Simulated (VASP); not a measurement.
Output of a VASP run:

**OUTCAR**
```
 ion  position               nearest neighbor table
   1  0.000  0.000  0.000-   3 2.70   2 2.70   3 2.70   2 2.70   3 2.70   3 2.70   2 2.70   2 2.70
  LATTYP: Found a face centered cubic cell.
 ALAT       =     6.2435222230
 Subroutine PRICEL returns:
 Original cell was already a primitive cell.
 Subroutine GETGRP returns: Found 48 space group operations
The static configuration has the point symmetry O_h .
The dynamic configuration has the point symmetry O_h .
 Subroutine INISYM returns: Found 48 space group operations
 Subroutine IBZKPT returns following result:
 Found     20 irreducible k-points:

 Following reciprocal coordinates:
            Coordinates               Weight
  0.000000  0.000000  0.000000      1.000000
  0.142857  0.000000  0.000000      8.000000
  0.285714  0.000000  0.000000      8.000000
  0.428571  0.000000  0.000000      8.000000
  0.142857  0.142857  0.000000      6.000000
  0.285714  0.142857  0.000000     24.000000
  0.428571  0.142857  0.000000     24.000000
 -0.428571  0.142857  0.000000     24.000000
 -0.285714  0.142857  0.000000     24.000000
 -0.142857  0.142857  0.000000     12.000000
  0.285714  0.285714  0.000000      6.000000
  0.428571  0.285714  0.000000     24.000000
 -0.428571  0.285714  0.000000     24.000000
 -0.285714  0.285714  0.000000     12.000000
  0.428571  0.428571  0.000000      6.000000
 -0.428571  0.428571  0.000000     12.000000
  0.428571  0.285714  0.142857     24.000000
 -0.428571  0.285714  0.142857     48.000000
 -0.428571  0.428571  0.142857     24.000000
 -0.285714  0.428571  0.142857     24.000000
   k-points           NKPTS =     20   k-points in BZ     NKDIM =     20   number of bands    NBANDS=     16
   number of dos      NEDOS =    601   number of ions     NIONS =      3
   total plane-waves  NPLWV =  46656
   dimension x,y,z NGX =    36 NGY =   36 NGZ =   36
   dimension x,y,z NGXF=    72 NGYF=   72 NGZF=   72
   ions per type =               1   2
   PREC   = accura    normal or accurate (medium, high low for compatibility)
   ISTART =      0    job   : 0-new  1-cont  2-samecut
   ICHARG =      2    charge: 1-file 2-atom 10-const
   ISPIN  =      1    spin polarized calculation?
   LNONCOLLINEAR =      F non collinear calculations
   LSORBIT =      F    spin-orbit coupling
   INIWAV =      1    electr: 0-lowe 1-rand  2-diag
   ENCUT  =  520.0 eV  38.22 Ry    6.18 a.u.   8.21  8.21  8.21*2*pi/ulx,y,z
   NELM   =    100;   NELMIN=  2; NELMDL= -5     # of ELM steps
   EDIFF  = 0.1E-06   stopping-criterion for ELM
   LREAL  =      F    real-space projection
   NLSPLINE    = F    spline interpolate recip. space projectors
   LMAXMIX     =    4 max onsite mixed and CHGCAR
   VOSKOWN=      0    Vosko Wilk Nusair interpolation
   EDIFFG = 0.1E-05   stopping-criterion for IOM
   NSW    =      0    number of steps for IOM
   NBLOCK =      1;   KBLOCK =      1    inner block; outer block
   IBRION =     -1    ionic relax: 0-MD 1-quasi-New 2-CG
   NFREE  =      0    steps in history (QN), initial steepest desc. (CG)
   ISIF   =      2    stress and relaxation
   ISYM   =      2    0-nonsym 1-usesym 2-fastsym
   TEIN   =    0.0    initial temperature
   TEBEG  =    0.0;   TEEND  =   0.0 temperature during run
   SMASS  =  -3.00    Nose mass-parameter (am)
   PSTRESS=    0.0 pullay stress
   NELECT =      24.0000    total number of electrons
   EFERMI =   0.00;   METHOD = LEGACY
   ISMEAR =    -5;   SIGMA  =   0.20  broadening in eV -4-tet -1-fermi 0-gaus
   IALGO  =     38    algorithm
   LDIAG  =      T    sub-space diagonalisation (order eigenvalues)
   IMIX   =      4    mixing-type and parameters
     AMIX     =   0.40;   BMIX     =  1.00
     AMIX_MAG =   1.60;   BMIX_MAG =  1.00
     AMIN     =   0.10
   METAGGA = TPSS    functional components
   VOSKOWN =     0    Vosko Wilk Nusair interpolation
   LHFCALC =     F    Hartree Fock is set to
   LHFONE  =     F    Hartree Fock one center treatment
   AEXX    =    0.0000 exact exchange contribution
...
```

File OSZICAR:
```
       N       E                     dE             d eps       ncg     rms          rms(c)
DAV:   1     0.156504371035E+03    0.15650E+03   -0.13061E+04   640   0.140E+03
DAV:   2    -0.151837413994E+02   -0.17169E+03   -0.16870E+03   808   0.307E+02
DAV:   3    -0.220717302358E+02   -0.68880E+01   -0.68816E+01   824   0.748E+01
DAV:   4    -0.221630715587E+02   -0.91341E-01   -0.91332E-01   864   0.678E+00
DAV:   5    -0.221650701647E+02   -0.19986E-02   -0.19986E-02   848   0.633E-01    0.801E+00
DAV:   6    -0.297712768764E+02   -0.76062E+01   -0.68168E+01   640   0.117E+02    0.653E+00
DAV:   7    -0.299972479746E+02   -0.22597E+00   -0.15371E+00   760   0.127E+01    0.354E+00
DAV:   8    -0.301514316928E+02   -0.15418E+00   -0.42275E+00   672   0.141E+01    0.302E+00
DAV:   9    -0.298816751913E+02    0.26976E+00   -0.91303E-01   640   0.754E+00    0.667E-01
DAV:  10    -0.301292528046E+02   -0.24758E+00   -0.29727E-01   664   0.586E+00    0.917E-01
DAV:  11    -0.301150399074E+02    0.14213E-01   -0.30996E-02   792   0.182E+00    0.480E-01
DAV:  12    -0.301213992859E+02   -0.63594E-02   -0.14128E-01   704   0.293E+00    0.505E-01
DAV:  13    -0.301318050063E+02   -0.10406E-01   -0.22575E-02   688   0.150E+00    0.214E-01
DAV:  14    -0.301311949415E+02    0.61006E-03   -0.19737E-03   640   0.389E-01    0.130E-01
DAV:  15    -0.301314899044E+02   -0.29496E-03   -0.32420E-03   640   0.570E-01    0.207E-02
DAV:  16    -0.301316802044E+02   -0.19030E-03   -0.14574E-04   864   0.150E-01    0.148E-02
DAV:  17    -0.301316854354E+02   -0.52310E-05   -0.15954E-06   776   0.125E-02    0.118E-02
DAV:  18    -0.301316845349E+02    0.90051E-06   -0.86786E-06   680   0.317E-02    0.367E-03
DAV:  19    -0.301316873935E+02   -0.28586E-05   -0.35091E-06   664   0.206E-02    0.101E-03
DAV:  20    -0.301316875644E+02   -0.17090E-06   -0.90375E-08   656   0.323E-03    0.711E-04
DAV:  21    -0.301316879930E+02   -0.42857E-06   -0.14297E-07   568   0.405E-03    0.266E-04
DAV:  22    -0.301316880340E+02   -0.41048E-07   -0.36148E-08   512   0.261E-03
   1 F= -.30131688E+02 E0= -.30131688E+02  d E =0.000000E+00
       N       E                     dE             ncg
       N       E                     dE             ncg
       N       E                     dE             ncg
```

File OUTCAR:
```
------------------------ aborting loop because EDIFF is reached ----------------------------------------
  FORCE on cell =-STRESS in cart. coord.  units (eV):
  Direction    XX          YY          ZZ          XY          YZ          ZX
  --------------------------------------------------------------------------------------
  Total        0.0678247      0.0678247      0.0678247      0.0000000      0.0000000     -0.0000000
  in kB        1.7859504      1.7859504      1.7859504      0.0000000      0.0000000     -0.0000000
  external PRESSURE =       1.7859504 kB  Pullay stress =       0.0000000 kB
  volume of cell :       60.85
      direct lattice vectors                 reciprocal lattice vectors
     0.000000000  3.121761112  3.121761112    -0.160166003  0.160166003  0.160166003
     3.121761112  0.000000000  3.121761112     0.160166003 -0.160166003  0.160166003
     3.121761112  3.121761112  0.000000000     0.160166003  0.160166003 -0.160166003
 POSITION                                       TOTAL-FORCE (eV/Angst)
 -----------------------------------------------------------------------------------
      0.00000      0.00000      0.00000         0.000000      0.000000     -0.000000
      1.56088      1.56088      1.56088         0.000000      0.000000      0.000000
      4.68264      4.68264      4.68264        -0.000000     -0.000000     -0.000000
 -----------------------------------------------------------------------------------
    total drift:                                0.000000      0.000000      0.000000
  FREE ENERGIE OF THE ION-ELECTRON SYSTEM (eV)
  ---------------------------------------------------
  free  energy   TOTEN  =       -30.1316880340 eV

  energy  without entropy=      -30.1316880340  energy(sigma->0) =      -30.13168803

 total charge

# of ion       s       p       d       tot
------------------------------------------
    1        1.991   5.656   0.215   7.861
    2        1.701   4.356   0.000   6.057
    3        1.701   4.356   0.000   6.057
--------------------------------------------------
tot          5.394  14.368   0.215  19.976

 Electric field gradients after diagonalization (V/A^2)
 (convention: |V_zz| > |V_xx| > |V_yy|)
----------------------------------------------------------------------
 ion       V_xx      V_yy      V_zz     asymmetry (V_yy - V_xx)/ V_zz
----------------------------------------------------------------------
   1      -0.000    -0.000     0.000       0.000
   2       0.004     0.004    -0.009       0.000
   3       0.004     0.004    -0.009       0.000
```
(Selected blocks of OUTCAR.)

POSCAR:
```
BaF2
1
    0.0000000000     3.1217611115     3.1217611115
    3.1217611115     0.0000000000     3.1217611115
    3.1217611115     3.1217611115     0.0000000000
Ba F
1 2
Direct
  0.0000000000   0.0000000000   0.0000000000
  0.2500000000   0.2500000000   0.2500000000
  0.7500000000   0.7500000000   0.7500000000
```

Task: Reconstruct the remaining input files.

Result: This is not unique; one that fits is the input of the run itself, TPSS meta-GGA, plane waves, VASP's PBE PAW potentials (set 64).

**INCAR**
```
# general
SYSTEM  = BaF2
PREC    = Accurate
ENCUT   = 520
LREAL   = .FALSE.
LASPH   = .TRUE.

# electronic loop
EDIFF   = 1E-7
NELM    = 100
ALGO    = Normal
LMAXMIX = 4
LMIXTAU = .TRUE.

# smearing
ISMEAR  = -5

# functional
METAGGA = TPSS

# ions
ISIF    = 2

# output
LWAVE   = .FALSE.
LCHARG  = .FALSE.
LORBIT  = 11
NEDOS   = 601

# other
LEFG    = .TRUE.
```

KPOINTS_OPT:
```
k-points along high-symmetry lines
10
Line-mode
Reciprocal
  0.000000   0.000000   0.000000 ! GAMMA
  0.500000   0.000000   0.500000 ! X

  0.500000   0.000000   0.500000 ! X
  0.625000   0.250000   0.625000 ! U

  0.375000   0.375000   0.750000 ! K
  0.000000   0.000000   0.000000 ! GAMMA

  0.000000   0.000000   0.000000 ! GAMMA
  0.500000   0.500000   0.500000 ! L

  0.500000   0.500000   0.500000 ! L
  0.500000   0.250000   0.750000 ! W

  0.500000   0.250000   0.750000 ! W
  0.500000   0.000000   0.500000 ! X
```

KPOINTS:
```
Automatic mesh
0
Gamma
7 7 7
0 0 0
```

POTCAR, in this order: Ba_sv F (PBE.64 set). Program: vasp_std.

The compound is BaF2 in the fluorite structure. It was relaxed first.
